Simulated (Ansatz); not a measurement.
Runs of Ansatz 0.2.0 on Ir. Symmetry: Fm-3m, No. 225, cubic system. Conventional cell: a = 3.831 Å, b = 3.831 Å, c = 3.831 Å, α = 90.00°, β = 90.00°, γ = 90.00°. Ir (site symmetry m-3m) has 12 Ir at 2.71 Å as nearest neighbours. 

| task | level | potentials or basis | U | cell | k mesh | cutoff (eV) | smearing | points for each segment of the path | hubbard projectors | double counting | mesh quality | gap on the mesh (eV) | pressure (GPa) | relaxed volume (Å³/atom) |
| --- | --- | --- | --- | --- | --- | --- | --- | --- | --- | --- | --- | --- | --- | --- |
| single point | r2SCANh | Ansatz PAW | - | as given | 6 × 6 × 6 | 500 | fermi-dirac 0.05 eV | - | - | - | coarse | none | - | - |
| band structure | BLYP+D3(BJ)+ATM | Ansatz PAW polarizable | - | as given | 12 × 12 × 12 | 420 | fermi-dirac 0.1 eV | 14 | - | - | not flagged | none | (b) | - |
| relaxation of cell and atoms | PBEsol | Ansatz PAW | - | relaxed | 12 × 12 × 12 | 420 | fermi-dirac 0.05 eV | - | - | - | not flagged | none | 0.0 | 14.03 |
| single point | PBE | Ansatz PAW | - | as given | 12 × 12 × 12 | 420 | gaussian 0.1 eV | - | - | - | not flagged | none | 11.1 | - |
| single point | HF | Ansatz PAW | - | as given | 6 × 6 × 6 | 420 | fermi-dirac 0.05 eV | - | - | - | coarse | none | - | - |
| relaxation of cell and atoms | BLYP+D3(BJ) | Ansatz PAW | - | relaxed | 12 × 12 × 12 | 420 | fermi-dirac 0.05 eV | - | - | - | not flagged | - | 0.0 | 14.36 |
| density of states | revPBE+U | Ansatz PAW | Ir d U = 5.3 eV | as given | 12 × 12 × 12 | 420 | fermi-dirac 0.05 eV | - | ortho-atomic (the default) | fll (the default) | not flagged | none | (a) | - |

Alike in all rows: no spin polarisation.

**Question.** Estimate the missing entries.

**Answer.** (a) 13.5; (b) 10.5.

Caveats: some runs use coarse meshes; the PAW data sets come from PBE, with cores solved anew for the run's functional, which leaves a small shift of forces and pressure (some runs); the potentials were made for another functional, which shifts forces and pressure (some runs); the plane-wave basis is chosen anew once the cell has moved, so the energies of steps on either side of that aren't comparable (some runs); pairwise dispersion overbinds metals, which lowers pressure and volume (some runs); U without spin polarisation on a metal has little footing (some runs); the U is typed as a test and isn't derived for this compound (some runs); the density of states is complete only up to the lowest level of the last band computed (some runs).

A k mesh can miss the band edges, and the runs leave out spin-orbit coupling on Ir.

A gap of «none» marks a metal or a gap under the smearing width.

Not every run made on this cell is shown here.
